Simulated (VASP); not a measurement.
Si: Born charges and dielectric tensor with LDA

Si:

```
Si
1.0
     0.00000    2.70151    2.70151
     2.70151    0.00000    2.70151
     2.70151    2.70151    0.00000
Si
2
Cartesian
  2.7015 2.7015 2.7015
  4.0523 4.0523 4.0523
```

```json
{"Program": "VASP 6.6.1", "Task": "Born charges and dielectric tensor", "Functional": "LDA", "Potentials or basis": "VASP PAW LDA potentials, release 64 (Si)", "Cutoff": "350 eV", "k mesh": "14 × 14 × 14", "Occupations": "gaussian, width 0.02 eV", "Spin": "no spin polarisation", "Further INCAR settings": "ALGO = Normal; EDIFF = 1e-08; IBRION = 8; NSW = 1"}
```

```yaml
Band_gap_on_the_k_mesh: 0.44 eV, indirect (least direct gap 2.53 eV)
Electronic_dielectric_tensor_diagonal: 13.33
Born_charges_mean_of_the_diagonal: Si +0.00 e
Highest_phonon_frequency_at_Γ: 513 cm⁻¹
```

Levels at points of the mesh, in eV from the valence-band top:
```tsv
k point	band 2	band 3	band 4	band 5	band 6	band 7
(0.00, 0.00, 0.00)	0.00	0.00	0.00	2.53	2.53	2.53
(0.50, 0.00, 0.00)	-7.06	-1.21	-1.21	1.48	3.29	3.29
(0.50, 0.50, 0.00)	-7.86	-2.89	-2.89	0.58	0.58	10.11
```

Phonon frequencies in cm⁻¹ (negative: imaginary):
```tsv
q point	frequencies
(0.000, 0.000, 0.000)	0 0 0 513 513 513
```

Electronic dielectric tensor:
```
13.33  0.00  0.00
 0.00 13.33  0.00
 0.00  0.00 13.33
```

Born effective charge tensors (e):
atom 1, Si
```
0.00 0.00 0.00
0.00 0.00 0.00
0.00 0.00 0.00
```
atom 2, Si
```
0.00 0.00 0.00
0.00 0.00 0.00
0.00 0.00 0.00
```

Wall time 70 s on 1 thread of Intel(R) Xeon(R) 6975P-C (Granite Rapids), on a shared host, peak memory 0.27 GiB.

Caveat: the gap is small at this level, which inflates the dielectric constant. Expect the measured gap to be larger: semilocal functionals such as LDA lack the derivative discontinuity.
